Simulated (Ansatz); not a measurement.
# ZrO2 (Fm-3m): convergence test of the k-point mesh from a Python script

How fine a k-point mesh does ZrO2 (Fm-3m) need? The task is a convergence test of the k-point mesh, for ZrO2 (Fm-3m).

The COD entry's cell or inner coordinates are ideal or old and differ from later refinements, so a difference from it is no clean test against experiment.

Computed with Ansatz 0.2.0, driven from Python. Level of theory: DFT PBE, plane waves, PAW.

### 1 Starting point

It takes space group Fm-3m (No. 225, cubic). Conventional cell: a = 5.070 Å, b = 5.070 Å, c = 5.070 Å, α = 90.00°, β = 90.00°, γ = 90.00°. Around Zr (site symmetry m-3m) lie 8 O at 2.20 Å. O (site symmetry -43m) is surrounded by 4 Zr at 2.20 Å.

The script holds or builds the structure itself.

### 2 The script

Contents of kconv.py:

```python
"""Convergence of ZrO2 with the k-point mesh."""

import ansatz as az
from tabulate import tabulate

lattice = az.Lattice.of(
    (0.0, 2.535, 2.535),
    (2.535, 0.0, 2.535),
    (2.535, 2.535, 0.0),
)
sites = [
    ("Zr", (0.0, 0.0, 0.0)),
    ("O", (0.25, 0.25, 0.25)),
    ("O", (0.75, 0.75, 0.75)),
]
structure = az.Crystal(lattice=lattice)
for symbol, position in sites:
    structure = structure.atom(symbol, position)

setup = (
    structure.calculation()
    .functional("pbe")
    .basis(550)
    .pseudopotentials("paw")
    .occupations("fixed")
    .stress()
)

rows = []
for value in [(4, 4, 4), (6, 6, 6), (8, 8, 8), (10, 10, 10)]:
    summary = setup.kpoints(*value).run(threads=1, pin="off").report
    rows.append((value, summary["free_energy_ev"] / len(summary["lattice"]["sites"]), summary["n_iterations"], sum(summary["stress_gpa"][i][i] for i in range(3)) / 3, summary["n_kpoints"]))

print(tabulate(rows, headers=["mesh", "F/atom (eV)", "iterations", "P (GPa)", "k-points"], floatfmt=".4f", tablefmt="simple"))

# differences from the last row
for row in rows[:-1]:
    shift = 1000 * (row[1] - rows[-1][1])
    print(f"{row[0]}: {shift:+.2f} meV/atom" + ("  (within 5 meV)" if abs(shift) < 5 else ""))
```

### 3 The input behind the calls

The engine receives this input (first run):

```yaml
crystal:
  lattice:
    - [0.0, 2.535, 2.535]
    - [2.535, 0.0, 2.535]
    - [2.535, 2.535, 0.0]
  atoms:
    - { symbol: Zr, position: [0.0, 0.0, 0.0] }
    - { symbol: O, position: [0.25, 0.25, 0.25] }
    - { symbol: O, position: [0.75, 0.75, 0.75] }
basis:
  ecutwfc: 550.0
kpoints:
  mp_grid:
    grid: [4, 4, 4]
hamiltonian:
  xc: pbe
  pseudopotentials:
    kind: paw
scf:
  occupations:
    method: fixed
output:
  stress: true
```

### 4 The run

Command:

```sh
python kconv.py
```

The log of the run:

```text
mesh            F/atom (eV)    iterations    P (GPa)    k-points
------------  -------------  ------------  ---------  ----------
(4, 4, 4)        -1774.6041             6     6.7548           8
(6, 6, 6)        -1774.6042             6     6.7568          16
(8, 8, 8)        -1774.6042             6     6.7569          29
(10, 10, 10)     -1774.6042             6     6.7567          47
(4, 4, 4): +0.14 meV/atom  (within 5 meV)
(6, 6, 6): +0.01 meV/atom  (within 5 meV)
(8, 8, 8): +0.00 meV/atom  (within 5 meV)
```

It took 4.6 s on 1 thread of Arm Neoverse V1, shared host; peak memory 0.38 GiB.

### 5 What changed from run to run

The engine's inputs for the other runs:

Run 2, against run 1:

```diff
@@ -14 +14 @@
-    grid: [4, 4, 4]
+    grid: [6, 6, 6]
```

Run 3, against run 1:

```diff
@@ -14 +14 @@
-    grid: [4, 4, 4]
+    grid: [8, 8, 8]
```

Run 4, against run 1:

```diff
@@ -14 +14 @@
-    grid: [4, 4, 4]
+    grid: [10, 10, 10]
```

### 6 What each run gave

From the records of these 4 runs:

| run | k mesh | energy from run 4 (meV/atom) | pressure (GPa) | gap on the mesh (eV) | SCF cycles | CPU time (s) |
| --- | --- | --- | --- | --- | --- | --- |
| 1 | [4, 4, 4] | 0.14 | 6.75 | 3.39 | 6 | 0.56 |
| 2 | [6, 6, 6] | 0.01 | 6.76 | 3.39 | 6 | 0.67 |
| 3 | [8, 8, 8] | 0.00 | 6.76 | 3.39 | 6 | 1.1 |
| 4 | [10, 10, 10] | 0.00 | 6.76 | 3.39 | 6 | 1.6 |

### 7 Results

| quantity | value |
| --- | --- |
| runs compared | 4 |
| last run but one, from the last | +0.00 meV/atom |
| within 5 meV/atom of the last run from | [4, 4, 4] |

What this shows: From 4×4×4 on it stays within 5 meV an atom of the value at 10×10×10; the first row (4×4×4) is off by 0.1 meV and the last but one by 0.00 meV. The pressure moves from 6.75 to 6.76 GPa. Notes:
- No spin polarisation was allowed.
- Of the deposited cell: the entry's cell lengths or inner coordinates differ somewhat from later room-temperature determinations.
- Pressure is positive in compression.
- At these settings the cell as given stands under about 7 GPa, so it isn't at this functional's equilibrium volume.
- Shifts are counted from the finest mesh, which is itself no proven limit.
